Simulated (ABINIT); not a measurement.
# Converging GW for BN (P6_3/mmc) in ABINIT, part 2 of 2

Aim: raise bands and screening cutoff together for BN (P6_3/mmc) and follow gap and time.

ABINIT 10.8.3; LDA and many-body steps on it, plane waves. Known limits of the many-body steps: not at the basis limit; coarse k mesh.

So far. Step 3 (Screening, 6×6×2 mesh, 122 bands, screening to 149.7 eV): Local fields lower ε∞ by 7 %. On a Γ-centred mesh this coarse the value itself is usually too large, while a short band sum pulls it down. Step 4 (122 bands, 149.7 eV): The gap on the mesh goes from 4.12 eV to 5.68 eV, a correction of +1.55 eV.

## 6. 190 bands, 203.5 eV

This step: G0W0 on LDA, plane waves, norm-conserving pseudopotentials.

Contents of run.abi:

```
acell 3*1.0 Angstrom
rprim 
  2.503989999987 0.000000000003 0.000000000000
  -1.251994999996 2.168518950810 0.000000000000
  0.000000000000 0.000000000000 6.661200000000
ntypat 2
znucl 5 7
natom 4
typat 1 1 2 2
xred 
  0.333333333333 0.666666666667 0.250000000000
  0.666666666667 0.333333333333 0.750000000000
  0.333333333333 0.666666666667 0.750000000000
  0.666666666667 0.333333333333 0.250000000000
pp_dirpath "pseudos"
pseudos "B.upf, N.upf"
ecut 36
ngkpt 6 6 2
nshiftk 1
shiftk 0 0 0
kptopt 1
chksymbreak 0
istwfk *1
occopt 1
irdwfk 1
optdriver 4
nband 190
gwcalctyp 0
ecutsigx 36
symsigma 1
nkptgw 5
kptgw 
  0.3333333333 0.3333333333 0.5000000000
  0.5000000000 0.0000000000 0.0000000000
  0.0000000000 0.0000000000 0.0000000000
  0.0000000000 0.0000000000 0.5000000000
  0.5000000000 0.0000000000 0.5000000000
bdgw 
  7 10
  7 10
  7 10
  5 10
  7 10
ecuteps 7.48
irdscr 1
ppmodel 1
indata_prefix "in"
outdata_prefix "out"
tmpdata_prefix "tmp"
```

Command:

```bash
$ OMP_NUM_THREADS=1 mpirun -n 4 abinit run.abi > log
```

What it wrote:

```text
.Version 10.8.3 of ABINIT. v10.8.2 released Aug 2026.

 Symmetries : space group P6_3/m m c (#194); Bravais hP (primitive hexag.)
[... echo of the input left out ...]
== DATASET  1 ==================================================================
-   mpi_nproc: 4, omp_nthreads: 1 (-1 if OMP is not activated)

--- !DatasetInfo
iteration_state: {dtset: 1, }
dimensions: {natom: 4, nkpt: 14, mband: 190, nsppol: 1, nspinor: 1, nspden: 1, mpw: 2542, }
cutoff_energies: {ecut:  36.0, pawecutdg:  -1.0, }
electrons: {nelect:   1.60000000E+01, charge:   0.00000000E+00, occopt:   1.00000000E+00, tsmear:   1.00000000E-02, }

 SIGMA: Calculation of the GW corrections

 Based on a program developped by R.W. Godby, V. Olevano, G. Onida, and L. Reining.
 Incorporated in ABINIT by V. Olevano, G.-M. Rignanese, and M. Torrent.
.Using double precision arithmetic ; gwpc =  8

[... cell and pseudopotentials left out ...]
--------------------------------------------------------------------------------

 ==== K-mesh for the wavefunctions ====
 Number of points in the irreducible wedge :    14
[... list of points left out ...]
 Together with 24 symmetry operations and time-reversal symmetry
 yields    72 points in the full Brillouin Zone.

 ==== Q-mesh for screening function ====
 Number of points in the irreducible wedge :    14
[... list of points left out ...]
 Together with 24 symmetry operations and time-reversal symmetry
 yields    72 points in the full Brillouin Zone.

 vcoul_init : cutoff-mode = AUXILIARY_FUNCTION
 q-points for optical limit:   1
     1)      0.000010    0.000020    0.000030
 setmesh: FFT mesh size selected  =    24x   24x   72
          total number of points  =        41472

 Number of electrons calculated from density =   16.0000; Expected =   16.0000
[...]
data: !SigmaeeData |
     Band     E0 <VxcDFT>   SigX SigC(E0)      Z dSigC/dE  Sig(E)    E-E0       E
        7   2.518 -16.484 -19.872   2.355   0.798  -0.254 -17.307  -0.823   1.694
        8   2.518 -16.484 -19.872   2.355   0.798  -0.254 -17.307  -0.823   1.694
        9   7.049 -11.120  -5.635  -4.479   0.826  -0.211 -10.289   0.830   7.880
[...]
--- !SelfEnergy_ee
iteration_state: {dtset: 1, }
kpoint     : [   0.500,    0.000,    0.000, ]
spin       : 1
KS_gap     :    4.560
QP_gap     :    6.228
Delta_QP_KS:    1.668
data: !SigmaeeData |
     Band     E0 <VxcDFT>   SigX SigC(E0)      Z dSigC/dE  Sig(E)    E-E0       E
[...]
--- !SelfEnergy_ee
iteration_state: {dtset: 1, }
kpoint     : [   0.000,    0.000,    0.000, ]
spin       : 1
KS_gap     :    6.264
QP_gap     :    8.038
Delta_QP_KS:    1.775
data: !SigmaeeData |
     Band     E0 <VxcDFT>   SigX SigC(E0)      Z dSigC/dE  Sig(E)    E-E0       E
[...]
--- !SelfEnergy_ee
iteration_state: {dtset: 1, }
kpoint     : [   0.000,    0.000,    0.500, ]
spin       : 1
KS_gap     :    8.665
QP_gap     :   10.666
Delta_QP_KS:    2.001
data: !SigmaeeData |
     Band     E0 <VxcDFT>   SigX SigC(E0)      Z dSigC/dE  Sig(E)    E-E0       E
[...]
--- !SelfEnergy_ee
iteration_state: {dtset: 1, }
kpoint     : [   0.500,    0.000,    0.500, ]
spin       : 1
KS_gap     :    5.534
QP_gap     :    7.304
Delta_QP_KS:    1.770
data: !SigmaeeData |
     Band     E0 <VxcDFT>   SigX SigC(E0)      Z dSigC/dE  Sig(E)    E-E0       E
[...]
9   7.120 -11.212  -5.954  -4.250   0.829  -0.206 -10.377   0.835   7.955
       10   7.120 -11.212  -5.954  -4.250   0.829  -0.206 -10.377   0.835   7.955

== END DATASET(S) ==============================================================
================================================================================

 -outvars: echo values of variables after computation  --------
           etotal      0.0000000000E+00
            nband         190
             nkpt          14
          spgroup         194
 [... the other variables as echoed above ...]

 Calculation completed.
```

Wall time 53 s (4 MPI ranks of Arm Neoverse V1, shared host); peak memory 1 GiB; 3.5 min of CPU time.

Numbers from this step:

```
G0W0 gap on the mesh                         : 5.735 eV
starting gap on the mesh                     : 4.124 eV
k of the valence top                         : 0.3333, 0.3333, 0.5
k of the conduction bottom                   : 0.5, 0, 0
Z at the valence top                         : 0.798
Z at the conduction bottom                   : 0.834
least direct G0W0 gap on the computed points : 6.186 eV
```

Against G0W0 in ABINIT (6×6×2 mesh, 122 bands, screening to 149.7 eV, Godby-Needs plasmon pole), the gap moves by +0.059 eV.

## 7. Screening, 6×6×2 mesh, 285 bands, screening to 269.4 eV

This step: RPA screening on LDA, plane waves, norm-conserving pseudopotentials.

run.abi, as its differences from that of step 6:

```diff
@@ -25,23 +25,8 @@
 irdwfk 1
-optdriver 4
-nband 190
-gwcalctyp 0
-ecutsigx 36
-symsigma 1
-nkptgw 5
-kptgw 
-  0.3333333333 0.3333333333 0.5000000000
-  0.5000000000 0.0000000000 0.0000000000
-  0.0000000000 0.0000000000 0.0000000000
-  0.0000000000 0.0000000000 0.5000000000
-  0.5000000000 0.0000000000 0.5000000000
-bdgw 
-  7 10
-  7 10
-  7 10
-  5 10
-  7 10
-ecuteps 7.48
-irdscr 1
-ppmodel 1
+optdriver 3
+nband 285
+ecuteps 9.9
+inclvkb 2
+awtr 1
+symchi 1
 indata_prefix "in"
```

What it wrote:

```text
.Version 10.8.3 of ABINIT. v10.8.2 released Aug 2026.

 Symmetries : space group P6_3/m m c (#194); Bravais hP (primitive hexag.)
[... echo of the input left out ...]
== DATASET  1 ==================================================================
-   mpi_nproc: 4, omp_nthreads: 1 (-1 if OMP is not activated)

--- !DatasetInfo
iteration_state: {dtset: 1, }
dimensions: {natom: 4, nkpt: 14, mband: 285, nsppol: 1, nspinor: 1, nspden: 1, mpw: 2542, }
cutoff_energies: {ecut:  36.0, pawecutdg:  -1.0, }
[...]
--------------------------------------------------------------------------------
[... chi0 elements left out ...]
 For q-point:  0.000010 0.000020 0.000030
  dielectric constant =   4.3595
  dielectric constant without local fields =   4.6893

  Average fulfillment of the sum rule on Im[epsilon] for q-point    1 :     96.73  [%]
[... wings left out ...]
  q-point number  2        q = ( 0.166667, 0.000000, 0.000000) [r.l.u.]
--------------------------------------------------------------------------------
[... chi0 elements left out ...]
  Average fulfillment of the sum rule on Im[epsilon] for q-point    2 :     98.71  [%]

 [... 12 further q-points ...]
```

Elapsed: 2.9 min, on 4 MPI ranks; peak memory 1.7 GiB; 12 min of CPU time.

This step gave:

* ε∞ with local fields, on this mesh, along the program's q direction: 4.359
* the same without local fields: 4.689
* plasma frequency: 24.70 eV
* plane waves in the screening matrix: 371

## 8. 285 bands, 269.4 eV

This step: G0W0 on LDA, plane waves, norm-conserving pseudopotentials.

run.abi, as its differences from that of step 7:

```diff
@@ -25,8 +25,23 @@
 irdwfk 1
-optdriver 3
+optdriver 4
 nband 285
+gwcalctyp 0
+ecutsigx 36
+symsigma 1
+nkptgw 5
+kptgw 
+  0.3333333333 0.3333333333 0.5000000000
+  0.5000000000 0.0000000000 0.0000000000
+  0.0000000000 0.0000000000 0.0000000000
+  0.0000000000 0.0000000000 0.5000000000
+  0.5000000000 0.0000000000 0.5000000000
+bdgw 
+  7 10
+  7 10
+  7 10
+  5 10
+  7 10
 ecuteps 9.9
-inclvkb 2
-awtr 1
-symchi 1
+irdscr 1
+ppmodel 1
 indata_prefix "in"
```

What it wrote:

```text
.Version 10.8.3 of ABINIT. v10.8.2 released Aug 2026.

 Symmetries : space group P6_3/m m c (#194); Bravais hP (primitive hexag.)
[... echo of the input left out ...]
== DATASET  1 ==================================================================
-   mpi_nproc: 4, omp_nthreads: 1 (-1 if OMP is not activated)

--- !DatasetInfo
iteration_state: {dtset: 1, }
dimensions: {natom: 4, nkpt: 14, mband: 285, nsppol: 1, nspinor: 1, nspden: 1, mpw: 2542, }
cutoff_energies: {ecut:  36.0, pawecutdg:  -1.0, }
[...]
Band     E0 <VxcDFT>   SigX SigC(E0)      Z dSigC/dE  Sig(E)    E-E0       E
[...]
9   7.120 -11.212  -5.954  -4.297   0.829  -0.206 -10.415   0.796   7.916
       10   7.120 -11.212  -5.954  -4.297   0.829  -0.206 -10.415   0.796   7.916

== END DATASET(S) ==============================================================
================================================================================

 -outvars: echo values of variables after computation  --------
           etotal      0.0000000000E+00
            nband         285
             nkpt          14
          spgroup         194
 [... the other variables as echoed above ...]

 Calculation completed.
```

It took 3.3 min on 4 MPI ranks; peak memory 2 GiB.

This step gave:

| Property | Result |
| --- | --- |
| G0W0 gap on the mesh | 5.8 eV |
| starting gap on the mesh | 4.124 eV |
| k of the valence top | 0.3333, 0.3333, 0.5 |
| k of the conduction bottom | 0.5, 0, 0 |
| least direct G0W0 gap on the computed points | 6.247 eV |

Against G0W0 in ABINIT (6×6×2 mesh, 190 bands, screening to 203.5 eV, Godby-Needs plasmon pole), the gap moves by +0.065 eV.

## 9. Screening, 6×6×2 mesh, 434 bands, screening to 359.2 eV

This step: RPA screening on LDA, plane waves, norm-conserving pseudopotentials.

run.abi, as its differences from that of step 8:

```diff
@@ -25,23 +25,8 @@
 irdwfk 1
-optdriver 4
-nband 285
-gwcalctyp 0
-ecutsigx 36
-symsigma 1
-nkptgw 5
-kptgw 
-  0.3333333333 0.3333333333 0.5000000000
-  0.5000000000 0.0000000000 0.0000000000
-  0.0000000000 0.0000000000 0.0000000000
-  0.0000000000 0.0000000000 0.5000000000
-  0.5000000000 0.0000000000 0.5000000000
-bdgw 
-  7 10
-  7 10
-  7 10
-  5 10
-  7 10
-ecuteps 9.9
-irdscr 1
-ppmodel 1
+optdriver 3
+nband 434
+ecuteps 13.2
+inclvkb 2
+awtr 1
+symchi 1
 indata_prefix "in"
```

What it wrote:

```text
.Version 10.8.3 of ABINIT. v10.8.2 released Aug 2026.

 Symmetries : space group P6_3/m m c (#194); Bravais hP (primitive hexag.)
[... echo of the input left out ...]
== DATASET  1 ==================================================================
-   mpi_nproc: 4, omp_nthreads: 1 (-1 if OMP is not activated)

--- !DatasetInfo
iteration_state: {dtset: 1, }
dimensions: {natom: 4, nkpt: 14, mband: 434, nsppol: 1, nspinor: 1, nspden: 1, mpw: 2542, }
cutoff_energies: {ecut:  36.0, pawecutdg:  -1.0, }
[...]
--------------------------------------------------------------------------------
[... chi0 elements left out ...]
 For q-point:  0.000010 0.000020 0.000030
  dielectric constant =   4.3587
  dielectric constant without local fields =   4.6894

  Average fulfillment of the sum rule on Im[epsilon] for q-point    1 :     98.91  [%]
[... wings left out ...]
  q-point number  2        q = ( 0.166667, 0.000000, 0.000000) [r.l.u.]
--------------------------------------------------------------------------------
[... chi0 elements left out ...]
  Average fulfillment of the sum rule on Im[epsilon] for q-point    2 :    100.21  [%]

 [... 12 further q-points ...]
```

Wall time 7.2 min (4 MPI ranks); peak memory 2.5 GiB; 29 min of CPU time.

This step gave:

- ε∞ with local fields, on this mesh, along the program's q direction: 4.359
- the same without local fields: 4.689
- plasma frequency: 24.70 eV
- plane waves in the screening matrix: 549

## 10. 434 bands, 359.2 eV

This step: G0W0 on LDA, plane waves, norm-conserving pseudopotentials.

run.abi, as its differences from that of step 9:

```diff
@@ -25,8 +25,23 @@
 irdwfk 1
-optdriver 3
+optdriver 4
 nband 434
+gwcalctyp 0
+ecutsigx 36
+symsigma 1
+nkptgw 5
+kptgw 
+  0.3333333333 0.3333333333 0.5000000000
+  0.5000000000 0.0000000000 0.0000000000
+  0.0000000000 0.0000000000 0.0000000000
+  0.0000000000 0.0000000000 0.5000000000
+  0.5000000000 0.0000000000 0.5000000000
+bdgw 
+  7 10
+  7 10
+  7 10
+  5 10
+  7 10
 ecuteps 13.2
-inclvkb 2
-awtr 1
-symchi 1
+irdscr 1
+ppmodel 1
 indata_prefix "in"
```

What it wrote:

```text
.Version 10.8.3 of ABINIT. v10.8.2 released Aug 2026.

 Symmetries : space group P6_3/m m c (#194); Bravais hP (primitive hexag.)
[... echo of the input left out ...]
== DATASET  1 ==================================================================
-   mpi_nproc: 4, omp_nthreads: 1 (-1 if OMP is not activated)

--- !DatasetInfo
iteration_state: {dtset: 1, }
dimensions: {natom: 4, nkpt: 14, mband: 434, nsppol: 1, nspinor: 1, nspden: 1, mpw: 2542, }
cutoff_energies: {ecut:  36.0, pawecutdg:  -1.0, }
[...]
Band     E0 <VxcDFT>   SigX SigC(E0)      Z dSigC/dE  Sig(E)    E-E0       E
[...]
9   7.120 -11.212  -5.954  -4.329   0.829  -0.206 -10.442   0.770   7.890
       10   7.120 -11.212  -5.954  -4.329   0.829  -0.206 -10.442   0.770   7.890

== END DATASET(S) ==============================================================
================================================================================

 -outvars: echo values of variables after computation  --------
           etotal      0.0000000000E+00
            nband         434
             nkpt          14
          spgroup         194
 [... the other variables as echoed above ...]

 Calculation completed.
```

Elapsed: 11 min, on 4 MPI ranks; peak memory 3.2 GiB.

Numbers from this step:

```yaml
g0w0_gap_on_the_mesh: 5.845 eV
starting_gap_on_the_mesh: 4.124 eV
k_of_the_valence_top: 0.3333, 0.3333, 0.5
k_of_the_conduction_bottom: 0.5, 0, 0
least_direct_g0w0_gap_on_the_computed_points: 6.289 eV
```

Against G0W0 in ABINIT (6×6×2 mesh, 285 bands, screening to 269.4 eV, Godby-Needs plasmon pole), the gap moves by +0.045 eV.

## 11. Screening, 6×6×2 mesh, 640 bands, screening to 466.9 eV

This step: RPA screening on LDA, plane waves, norm-conserving pseudopotentials.

run.abi, as its differences from that of step 10:

```diff
@@ -25,23 +25,8 @@
 irdwfk 1
-optdriver 4
-nband 434
-gwcalctyp 0
-ecutsigx 36
-symsigma 1
-nkptgw 5
-kptgw 
-  0.3333333333 0.3333333333 0.5000000000
-  0.5000000000 0.0000000000 0.0000000000
-  0.0000000000 0.0000000000 0.0000000000
-  0.0000000000 0.0000000000 0.5000000000
-  0.5000000000 0.0000000000 0.5000000000
-bdgw 
-  7 10
-  7 10
-  7 10
-  5 10
-  7 10
-ecuteps 13.2
-irdscr 1
-ppmodel 1
+optdriver 3
+nband 640
+ecuteps 17.16
+inclvkb 2
+awtr 1
+symchi 1
 indata_prefix "in"
```

What it wrote:

```text
.Version 10.8.3 of ABINIT. v10.8.2 released Aug 2026.

 Symmetries : space group P6_3/m m c (#194); Bravais hP (primitive hexag.)
[... echo of the input left out ...]
== DATASET  1 ==================================================================
-   mpi_nproc: 4, omp_nthreads: 1 (-1 if OMP is not activated)

--- !DatasetInfo
iteration_state: {dtset: 1, }
dimensions: {natom: 4, nkpt: 14, mband: 640, nsppol: 1, nspinor: 1, nspden: 1, mpw: 2542, }
cutoff_energies: {ecut:  36.0, pawecutdg:  -1.0, }
[...]
--------------------------------------------------------------------------------
[... chi0 elements left out ...]
 For q-point:  0.000010 0.000020 0.000030
  dielectric constant =   4.3583
  dielectric constant without local fields =   4.6895

  Average fulfillment of the sum rule on Im[epsilon] for q-point    1 :    100.17  [%]
[... wings left out ...]
  q-point number  2        q = ( 0.166667, 0.000000, 0.000000) [r.l.u.]
--------------------------------------------------------------------------------
[... chi0 elements left out ...]
  Average fulfillment of the sum rule on Im[epsilon] for q-point    2 :    101.06  [%]

 [... 12 further q-points ...]
```

It took 23 min on 4 MPI ranks; peak memory 4.5 GiB.

This step gave:

- ε∞ with local fields, on this mesh, along the program's q direction: 4.358
- the same without local fields: 4.689
- plasma frequency: 24.70 eV
- plane waves in the screening matrix: 845

## 12. 640 bands, 466.9 eV

This step: G0W0 on LDA, plane waves, norm-conserving pseudopotentials.

run.abi, as its differences from that of step 11:

```diff
@@ -25,8 +25,23 @@
 irdwfk 1
-optdriver 3
+optdriver 4
 nband 640
+gwcalctyp 0
+ecutsigx 36
+symsigma 1
+nkptgw 5
+kptgw 
+  0.3333333333 0.3333333333 0.5000000000
+  0.5000000000 0.0000000000 0.0000000000
+  0.0000000000 0.0000000000 0.0000000000
+  0.0000000000 0.0000000000 0.5000000000
+  0.5000000000 0.0000000000 0.5000000000
+bdgw 
+  7 10
+  7 10
+  7 10
+  5 10
+  7 10
 ecuteps 17.16
-inclvkb 2
-awtr 1
-symchi 1
+irdscr 1
+ppmodel 1
 indata_prefix "in"
```

What it wrote:

```text
.Version 10.8.3 of ABINIT. v10.8.2 released Aug 2026.

 Symmetries : space group P6_3/m m c (#194); Bravais hP (primitive hexag.)
[... echo of the input left out ...]
== DATASET  1 ==================================================================
-   mpi_nproc: 4, omp_nthreads: 1 (-1 if OMP is not activated)

--- !DatasetInfo
iteration_state: {dtset: 1, }
dimensions: {natom: 4, nkpt: 14, mband: 640, nsppol: 1, nspinor: 1, nspden: 1, mpw: 2542, }
cutoff_energies: {ecut:  36.0, pawecutdg:  -1.0, }
[...]
Band     E0 <VxcDFT>   SigX SigC(E0)      Z dSigC/dE  Sig(E)    E-E0       E
[...]
9   7.120 -11.212  -5.954  -4.347   0.829  -0.207 -10.457   0.754   7.874
       10   7.120 -11.212  -5.954  -4.347   0.829  -0.207 -10.457   0.754   7.874

== END DATASET(S) ==============================================================
================================================================================

 -outvars: echo values of variables after computation  --------
           etotal      0.0000000000E+00
            nband         640
             nkpt          14
          spgroup         194
 [... the other variables as echoed above ...]

 Calculation completed.
```

Wall time 37 min (4 MPI ranks); peak memory 6.4 GiB.

Numbers from this step:

```
G0W0 gap on the mesh                         : 5.875 eV
starting gap on the mesh                     : 4.124 eV
k of the valence top                         : 0.3333, 0.3333, 0.5
k of the conduction bottom                   : 0.5, 0, 0
least direct G0W0 gap on the computed points : 6.317 eV
```

Against G0W0 in ABINIT (6×6×2 mesh, 434 bands, screening to 359.2 eV, Godby-Needs plasmon pole), the gap moves by +0.030 eV.

## 13. Side by side

Times are wall times on 4 MPI ranks of Arm Neoverse V1, shared host. The host was busy with other work, so they are no guide to cost. A run's time includes the screening step that it read.

```tsv
run	mesh	bands	screening cutoff (eV)	DFT gap (eV)	gap on the mesh (eV)	direct (eV)	ε∞ used	time
122 bands, 149.7 eV	6×6×2	122	149.7	4.124	5.676	6.136	4.37	49 s
190 bands, 203.5 eV	6×6×2	190	203.5	4.124	5.735	6.186	4.36	1.9 min
285 bands, 269.4 eV	6×6×2	285	269.4	4.124	5.800	6.247	4.36	6.2 min
434 bands, 359.2 eV	6×6×2	434	359.2	4.124	5.845	6.289	4.36	18 min
640 bands, 466.9 eV	6×6×2	640	466.9	4.124	5.875	6.317	4.36	59 min
```

## 14. Summary of results

```
122 bands, 149.7 eV : 5.676 eV
190 bands, 203.5 eV : 5.735 eV
285 bands, 269.4 eV : 5.800 eV
434 bands, 359.2 eV : 5.845 eV
640 bands, 466.9 eV : 5.875 eV
known limits        : not at the basis limit; coarse k mesh
```

What this shows: From the first rung to the last the gap moves by +0.20 eV for 73 times the time. The 6×6×2 mesh is coarse for this cell, which bears on the long-range parts of exchange and screening.

[Paths, hosts, dates, memory and timing lines, banners, echoed tables and standing remarks are left out of the program output.]

[Logs are printed without paths, hosts, clocks, repeated set-up lines and the standing remarks that a program may print on its own settings, such as how far it seeks lower states.]

[Runs of the session that timed out or met a known fault of the program may be left out.]

[Hosts, paths, dates, database ids (printed as entryN), source tags and the programs' standing remarks are cut or masked in the printed files.]

[G0W0 gaps are taken among the corrected bands and points alone; a level outside them can change the order at an edge.]

[Where Ansatz stands beside ABINIT at settings called matched, ABINIT's density can come from a denser mesh and the files from another edition; pairs whose starting gaps differed by over 0.03 eV were left out, so agreement reads better than it is.]
